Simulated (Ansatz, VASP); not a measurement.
**One calculation of Pb, two programs**

File INCAR:

```
SYSTEM = Pb
ALGO = Normal
EDIFF = 1E-6
ENCUT = 520
GGA = CA
ISIF = 2
ISMEAR = -1
LASPH = .True.
LCHARG = .False.
LREAL = .False.
LWAVE = .False.
NBANDS = 13
NELM = 100
PREC = Accurate
SIGMA = 0.1
```

The input KPOINTS:

```
k-points
0
Gamma
  12 12 12
  0 0 0
```

Contents of POSCAR:

```
Pb
1.0
    0.0000000000      2.4375492138      2.4375492138
    2.4375492138      0.0000000000      2.4375492138
    2.4375492138      2.4375492138      0.0000000000
Pb
1
Direct
    0.0000000000      0.0000000000      0.0000000000
```

Input for Ansatz:

```yaml
crystal:
  lattice:
    - [0.0, 2.4375492138, 2.4375492138]
    - [2.4375492138, 0.0, 2.4375492138]
    - [2.4375492138, 2.4375492138, 0.0]
  atoms:
    - { symbol: Pb, position: [0.0, 0.0, 0.0] }
hamiltonian:
  xc: lda
  pseudopotentials:
    kind: paw
    azcp:
      Pb: "pseudopotentials/Pb.paw.azcp"
basis:
  ecutwfc: 420
  fft_grid_basis: typed
kpoints:
  mp_grid: { grid: [12, 12, 12], shift: [0, 0, 0] }
magnetization:
  spin_polarized: false
scf:
  occupations: { method: fermi_dirac, width: 0.1 }
  lower_state_search: "off"
output:
  stress: true
```

Alike in both runs: task single point; functional LDA; k mesh 12 × 12 × 12; occupations fermi-dirac, width 0.1 eV; no spin polarisation.

|  | VASP | Ansatz |
| --- | --- | --- |
| version | VASP 6.6.1 | Ansatz 0.2.0 |
| potentials or method | VASP PAW LDA potentials, release 64 (Pb_d) | plane waves (420 eV) with PAW, scalar-relativistic |
| plane-wave cutoff (eV) | 520 | 420 |
| valence electrons in the cell | 14 | 14 |

|  | VASP | Ansatz | Ansatz less VASP |
| --- | --- | --- | --- |
| pressure (GPa) | 0.4 | 0.4 | -0.02 |

Ansatz warned: «pseudo_functional_mismatch».

Spin-orbit coupling is left out, which matters for the levels of Pb.
